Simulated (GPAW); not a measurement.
A calculation with GPAW 26.7.0 of Ca (cli, Cartesian positions):

Contents of Ca.xyz:

```xyz
1
Lattice="-2.2052049036 2.2052049036 2.1961148100 2.2052049036 -2.2052049036 2.1961148100 2.2052049036 2.2052049036 -2.1961148100" Properties=species:S:1:pos:R:3 pbc="T T T"
Ca     0.0000000000      0.0000000000      2.1961148100
```

Potentials or basis: GPAW PAW data sets (gpaw-data 1.2.1), pw.

Command:

```bash
$ OMP_NUM_THREADS=1 gpaw run Ca.xyz -p 'mode=PW(600),xc=PBE,kpts={size:(9,9,9),gamma:True},occupations={name:fermi-dirac,width:0.05},nbands=12,convergence={density:1e-05,energy:1e-05},maxiter=150,txt=gpaw.txt' --properties efs -w gs.gpw
```

This isn't the form of Ca at room conditions, which is fcc.

Write the same calculation in another form: ASE script, structure typed inline.

As run:

File run.py:

```python
from ase import Atoms
from ase.dft.bandgap import bandgap
from ase.io import write
from ase.units import GPa
from gpaw import GPAW, PW

atoms = Atoms(['Ca'],
              cell=[[-2.2052049036, 2.2052049036, 2.19611481],
                    [2.2052049036, -2.2052049036, 2.19611481],
                    [2.2052049036, 2.2052049036, -2.19611481]],
              scaled_positions=[[0.5, 0.5, 0.0]],
              pbc=True)

calc = GPAW(mode=PW(600),
            xc='PBE',
            kpts={'size': (9, 9, 9), 'gamma': True},
            occupations={'name': 'fermi-dirac', 'width': 0.05},
            nbands=12,
            convergence={'density': 1e-05, 'energy': 1e-05},
            maxiter=150,
            txt='gpaw.txt')
atoms.calc = calc
energy = atoms.get_potential_energy()
forces = atoms.get_forces()
stress = atoms.get_stress()
calc.write('gs.gpw')
write('result.traj', atoms)
print(f'Energy: {energy:.6f} eV')
print('Forces (eV/A):')
print(forces.round(4))
print('Stress (GPa):', (stress / GPa).round(3))
print('Fermi level:', round(calc.get_fermi_level(), 4), 'eV')
print(f'Gap: {bandgap(calc)[0]:.4f} eV, direct: {bandgap(calc, direct=True)[0]:.4f} eV')
```

Potentials or basis: GPAW PAW data sets (gpaw-data 1.2.1), pw.

The run is started by

```bash
$ OMP_NUM_THREADS=1 python run.py
```

Both were run:

|  | cli, Cartesian positions | ASE script, structure typed inline |
| --- | --- | --- |
| Pressure | -0.1 GPa | -0.1 GPa |
| Band gap on the k mesh | none (metal or under the smearing width) | none (metal or under the smearing width) |

Keys that steer only the numerical path or the files written may differ.
